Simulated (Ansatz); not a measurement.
# Tc(0001) / 1 layer Ru(0001) / Tc(0001): resistance against film thickness, part 2 of 2

Aim: what a thin film of another metal adds to the resistance, first Tc(0001) / 1 layer Ru(0001) / Tc(0001).

Ansatz 0.2.0; Ansatz plane-wave DFT, PBE, PAW files; ballistic transport by layer matching (Landauer), zero bias; PAW set ansatz+soft_1.

So far. Step 5 (With 7 layers, k-mesh 16×16×1, film layers 7): The conductance of the junction is 1.2e15 S/m², 5.2 % under the 1.2e15 S/m² of the last finished run, no more than the error estimates, leads' steps apart, of 3.8 and 4.3 % together.

## Step 6: With 9 layers, k-mesh 16×16×1, film layers 9

The stack now holds 9 film layers; the k-mesh follows the cell, and the energies span -0.27 to 0.27 eV.

System of this step: Tc(0001) / 9 layers Ru(0001) / Tc(0001). The cell holds 18 atoms: 9 Tc and 9 Ru. Its edges and angles: a = 2.740 Å, b = 2.740 Å, c = 38.582 Å, α = 90.0°, β = 90.0°, γ = 120.0°. It derives from Tc and Ru. Regions: lead, 9 atoms (9 Tc); films, 9 atoms (9 Ru). The structure is stacked along c, and the current runs across the ab planes.

File input.yaml:

```yaml
crystal:
  lattice:
    - [2.74, 0.0, 0.0]
    - [-1.37, 2.3729096064, 0.0]
    - [0.0, 0.0, 38.5815414087]
  atoms:
    - { symbol: Tc, position: [0.3333333333, 0.6666666667, 0.0284980838] }
    - { symbol: Tc, position: [0.6666666667, 0.3333333333, 0.0854942514] }
    - { symbol: Tc, position: [0.3333333333, 0.6666666667, 0.142490419] }
    - { symbol: Tc, position: [0.6666666667, 0.3333333333, 0.1994865866] }
    - { symbol: Ru, position: [0.3333333333, 0.6666666667, 0.2550421421] }
    - { symbol: Ru, position: [0.6666666667, 0.3333333333, 0.3091570856] }
    - { symbol: Ru, position: [0.3333333333, 0.6666666667, 0.3632720292] }
    - { symbol: Ru, position: [0.6666666667, 0.3333333333, 0.4173869727] }
    - { symbol: Ru, position: [0.3333333333, 0.6666666667, 0.4715019162] }
    - { symbol: Ru, position: [0.6666666667, 0.3333333333, 0.5256168597] }
    - { symbol: Ru, position: [0.3333333333, 0.6666666667, 0.5797318032] }
    - { symbol: Ru, position: [0.6666666667, 0.3333333333, 0.6338467468] }
    - { symbol: Ru, position: [0.3333333333, 0.6666666667, 0.6879616903] }
    - { symbol: Tc, position: [0.6666666667, 0.3333333333, 0.7435172458] }
    - { symbol: Tc, position: [0.3333333333, 0.6666666667, 0.8005134134] }
    - { symbol: Tc, position: [0.6666666667, 0.3333333333, 0.857509581] }
    - { symbol: Tc, position: [0.3333333333, 0.6666666667, 0.9145057486] }
    - { symbol: Tc, position: [0.6666666667, 0.3333333333, 0.9715019162] }
kpoints:
  mp_grid: { grid: [16, 16, 1] }
hamiltonian:
  xc: pbe
  pseudopotentials: { kind: paw, azcp: { Ru: "soft_1/Ru.paw.azcp" } }
scf:
  occupations: { method: fermi_dirac, width: 0.1 }
output:
  transmission:
    leads: [[0, 2]]
    kmesh: [30, 30]
    e_range: [-0.27, 0.27]
    de: 0.036
  write_potential: true
  write_density: true
  volumetric_format: npy
```

Launch:

```console
> ansatz run input.yaml --threads 4 --pin off --max-ram 8192MiB --backend cpu --events-out ev --progress --plain --runs-dir out
```

Wall time 2.8 min (4 threads of Intel Xeon Platinum 8488C (Sapphire Rapids), shared host); peak memory 2.1 GiB.

This step gave:

- free energy: -101491.2619 eV
- energy at zero smearing: -101491.0003 eV
- Fermi energy: 22.85 eV
- step of the lead's potential: 2 meV
- conductance of the junction: 1.11e15 S/m²
- junction conductance per cell: 0.9324 G₀
- estimated errors of the junction's conductance: 0, 0.1, 5.1, 1.5, 0.2 % (energy step, band edges, k-mesh, leads' steps, distance from neutral)
- area resistance that the stack adds (contact term taken off, spin by spin): 0.3328 fΩ m²

Per spin. The transmission, zone mean by energy, zero at the Fermi level:

| energy (eV) | transmission, zone mean |
| --- | --- |
| -0.270 | 0.989 |
| -0.234 | 0.979 |
| -0.198 | 0.999 |
| -0.162 | 0.952 |
| -0.126 | 0.959 |
| -0.090 | 0.924 |
| -0.054 | 0.905 |
| -0.018 | 0.927 |
| 0.018 | 0.957 |
| 0.054 | 0.926 |
| 0.090 | 0.895 |
| 0.126 | 0.917 |
| 0.162 | 0.943 |
| 0.198 | 0.957 |
| 0.234 | 0.909 |
| 0.270 | 0.907 |

The conductance of the junction is 1.1e15 S/m², 3.6 % under the 1.2e15 S/m² of the last finished run, within the error estimates, leads' steps apart, of 4.3 and 5.1 %.

## Step 7: Cost and result by level

Times are for 4 threads of Intel Xeon Platinum 8488C (Sapphire Rapids), shared host. The series side by side:

| no. | film layers | area resistance that the stack adds (contact term taken off, spin by spin) (fΩ m²) | conductance of the junction (S/m²) | time | memory (GiB) |
| --- | --- | --- | --- | --- | --- |
| 1 | 1 | 0.1238 | 1.45e15 | 2.2 min | 1.1 |
| 2 | 3 | 0.1837 | 1.33e15 | 89 s | 1.2 |
| 3 | 5 | 0.2549 | 1.22e15 | 2 min | 1.5 |
| 4 | 7 | 0.3004 | 1.15e15 | 2.4 min | 1.8 |
| 5 | 9 | 0.3328 | 1.11e15 | 2.8 min | 2.1 |

## Step 8: With 3 layers

A repeat with a deliberate mistake in the input, to see how the program answers it.

This step: Ansatz plane-wave DFT, PBE, PAW files; ballistic transport by layer matching (Landauer), zero bias; changed: magnetization.spin_polarized = 2.5, scf.max_iter = 50 (Ansatz 0.2.0).

System of this step: Tc(0001) / 3 layers Ru(0001) / Tc(0001). The cell holds 12 atoms: 9 Tc and 3 Ru. Its edges and angles: a = 2.740 Å, b = 2.740 Å, c = 26.055 Å, α = 90.0°, β = 90.0°, γ = 120.0°. It derives from Tc and Ru. Regions: lead, 9 atoms (9 Tc); films, 3 atoms (3 Ru). The structure is stacked along c, and the current runs across the ab planes.

input.yaml, the sections that differ from step 6:

```yaml
crystal:
  lattice:
    - [2.74, 0.0, 0.0]
    - [-1.37, 2.3729096064, 0.0]
    - [0.0, 0.0, 26.0545138029]
  atoms:
    - { symbol: Tc, position: [0.3333333333, 0.6666666667, 0.0421999815] }
    - { symbol: Tc, position: [0.6666666667, 0.3333333333, 0.1265999444] }
    - { symbol: Tc, position: [0.3333333333, 0.6666666667, 0.2109999074] }
    - { symbol: Tc, position: [0.6666666667, 0.3333333333, 0.2953998704] }
    - { symbol: Ru, position: [0.3333333333, 0.6666666667, 0.3776665741] }
    - { symbol: Ru, position: [0.6666666667, 0.3333333333, 0.4578000185] }
    - { symbol: Ru, position: [0.3333333333, 0.6666666667, 0.537933463] }
    - { symbol: Tc, position: [0.6666666667, 0.3333333333, 0.6202001667] }
    - { symbol: Tc, position: [0.3333333333, 0.6666666667, 0.7046001296] }
    - { symbol: Tc, position: [0.6666666667, 0.3333333333, 0.7890000926] }
    - { symbol: Tc, position: [0.3333333333, 0.6666666667, 0.8734000556] }
    - { symbol: Tc, position: [0.6666666667, 0.3333333333, 0.9578000185] }
scf:
  occupations: { method: fermi_dirac, width: 0.1 }
  max_iter: 50
magnetization:
  spin_polarized: 2.5
# kpoints, hamiltonian, output: as in step 6
```

Wall time 0.02 s (4 threads); peak memory 0.035 GiB.

The program refused the input before any cycle.

The program's message: “Error: YAML parse error: error: line 37 column 19: invalid boolean (strict mode expects true/false)”

The change that led to it: magnetization.spin_polarized = 2.5.

## Step 9: Summary of results

| Quantity | Value |
| --- | --- |
| area resistance, 1 layer | 0.124 fΩ m² |
| area resistance, 3 layers | 0.184 fΩ m² |
| area resistance, 5 layers | 0.255 fΩ m² |
| area resistance, 7 layers | 0.300 fΩ m² |
| area resistance, 9 layers | 0.333 fΩ m² |

The stack adds 0.12 fΩ m² with 1 layer and 0.33 fΩ m² with 9. From 3 to 9 layers it grows by 81 %; nothing scatters inside a perfect film, so this is no ohmic growth, and the error estimates, with the leads' steps, cover part of it. Atoms sit on ideal sites and aren't relaxed. Ru(0001) is stretched by 1.3 % in plane to fit Tc(0001).

[Logs are printed without paths, hosts, clocks, repeated set-up lines and the standing remarks that a program may print on its own settings, such as how far it seeks lower states.]

[Hosts, paths, dates, database ids (printed as entryN), source tags and the programs' standing remarks are cut or masked in the printed files.]
